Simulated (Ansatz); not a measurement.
This SiGe5 structure is the end of a relaxation. The cell was found from a structure generator's guess, not taken from experiment.

Computed with DFT PBE, scalar-relativistic, plane waves, PAW (Ansatz). Cutoff 420 eV, Γ-centred mesh, Gaussian smearing, no spin polarisation.

```
Si Ge
1.0
     3.13403    0.00000    0.00000
     0.00000    3.62999    0.00000
     0.00000    0.00000    9.89188
Si Ge
1 5
Direct
  0.50000 0.50000 0.50000
  0.00000 0.00000 0.00000
  0.50000 0.50000 0.16542
  0.00000 0.00000 0.35074
  0.00000 0.00000 0.64926
  0.50000 0.50000 0.83458
```

Formation energies are uncorrected and refer to the elements' standard structures at the same level.

Problem. What space group does it have?

Solution. Pmmm (No. 47). Conventional cell: a = 3.134 Å, b = 3.630 Å, c = 9.892 Å. Around Si lie 8 Ge at 2.82 Å, 2 Si at 3.13 Å, 2 Ge at 3.31 Å and 2 Si at 3.63 Å; Ge on a site of symmetry mmm has 8 Ge at 2.90 Å, 2 Ge at 3.13 Å and 4 Ge at 3.47–3.63 Å; Ge on a site of symmetry mm2 has 11 Ge at 2.90–3.27 Å, 1 Si at 3.31 Å and 2 Ge at 3.63 Å; Ge on a second site of symmetry mm2 has 4 Si at 2.82 Å, 7 Ge at 2.95–3.13 Å and 3 Ge at 3.47–3.63 Å.

Problem. What is its formation energy per atom?

Solution. +0.38 eV/atom. It can't be a ground state, since the elements alone are lower.

Problem. Is it a metal?

Solution. Yes, bands cross the Fermi level on the 12×10×4 mesh.

The last run used a 12×10×4 mesh (in the run's order of axes) for its 6-atom cell and Gaussian smearing of 0.10 eV. A structure relaxed within its symmetry needn't be a true minimum.
